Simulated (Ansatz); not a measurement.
Wanted: the native input for an Ansatz 0.2.0 run.

| Property | Result |
| --- | --- |
| Task | band structure |
| Functional | PBEsol |
| Potentials or basis | Ansatz PAW |
| Cutoff | 420 eV (not typed: the program's choice for these potentials) |
| k mesh | 12 × 12 × 12 |
| Occupations | fermi-dirac, width 0.05 eV |
| Spin | no spin polarisation |
| Path | [["G", "H", "N", "G", "P", "H"], ["P", "N"]] |
| Points for each segment of the path | 14 |

The system is Pt.

```xyz
1
Lattice="-1.5842 1.5842 1.5842 1.5842 -1.5842 1.5842 1.5842 1.5842 -1.5842" Properties=species:S:1:pos:R:3 pbc="T T T"
Pt    0.0000    0.0000    0.0000
```

This isn't the form of Pt at room conditions, which is fcc.

One way to write it, as run:

input.yaml

```yaml
crystal:
  lattice:
    - [-1.58422, 1.58422, 1.58422]
    - [1.58422, -1.58422, 1.58422]
    - [1.58422, 1.58422, -1.58422]
  atoms:
    - { symbol: Pt, position: [0.0, 0.0, 0.0] }
hamiltonian:
  xc: pbesol
  pseudopotentials: { kind: paw }
kpoints:
  mp_grid: { grid: [12, 12, 12] }
  band_path:
    path:
      - [[0.0, 0.0, 0.0], [0.5, -0.5, 0.5], [0.0, 0.0, 0.5], [0.0, 0.0, 0.0], [0.25, 0.25, 0.25], [0.5, -0.5, 0.5]]
      - [[0.25, 0.25, 0.25], [0.0, 0.0, 0.5]]
    npoints: 14
scf:
  occupations: { method: fermi_dirac, width: 0.05 }
  n_extra_bands: 6
output:
  forces: true
  stress: true
  eigenvalues: true
  fatbands: true
```

Potentials or basis: Ansatz PAW.

The run is started by

```console
$ ansatz run input.yaml --threads 2 --pin off --max-ram 5632MiB --backend cpu --events-out ev --progress --plain --runs-dir out
```

It gave:

- Pressure: -11.2 GPa
- Band gap on the k mesh: none (metal or under the smearing width)

Caveat: spin-orbit coupling is left out, which moves the levels of the heavy elements; the PAW data sets come from PBE, with cores solved anew for the run's functional, which leaves a small shift of forces and pressure.

Wall time 0.97 s on 2 threads of Arm Neoverse V2 (shared host), peak memory 0.26 GiB.
